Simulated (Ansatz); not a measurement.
## In: two-dimensional strain map

Computed with DFT PBE+D3(BJ), scalar-relativistic, plane waves, PAW in Ansatz 0.2.0. The runs took a 420 eV cutoff, a Γ-centred 18×18×10 mesh and Gaussian smearing (0.15 eV). No spin polarisation. Energies are free energies at this smearing, counted from the undisturbed cell; pressure is positive in compression.

The undisturbed cell (as given, not relaxed at this level; it stands at -0.4 GPa; this form isn't the usual structure):

```
In
1.0
     3.33548    0.00000    0.00000
    -1.66774    2.88861    0.00000
     0.00000    0.00000    5.50914
In
2
Cartesian
  0.0000 1.9257 1.3773
  1.6677 0.9629 4.1319
```

The cell is strained by p along both x and y and by q along z, fractional coordinates fixed. Points are written (p, q).

Energy above the undisturbed cell in meV/atom (a dash: not computed):

```csv
p \ q,-0.030,-0.015,0.000,0.015,0.030
-0.030,22.9,15.5,10.1,6.8,5.9
-0.015,7.9,–,1.7,–,2.5
0.000,0.9,–,0.0,–,6.1
0.030,6.6,–,14.0,–,28.6
```

Pressure in GPa:

```csv
p \ q,-0.030,-0.015,0.000,0.015,0.030
-0.030,4.0,3.1,2.3,1.6,1.0
-0.015,2.3,–,0.8,–,-0.4
0.000,0.9,–,-0.4,–,-1.4
0.030,-1.3,–,-2.3,–,-3.1
```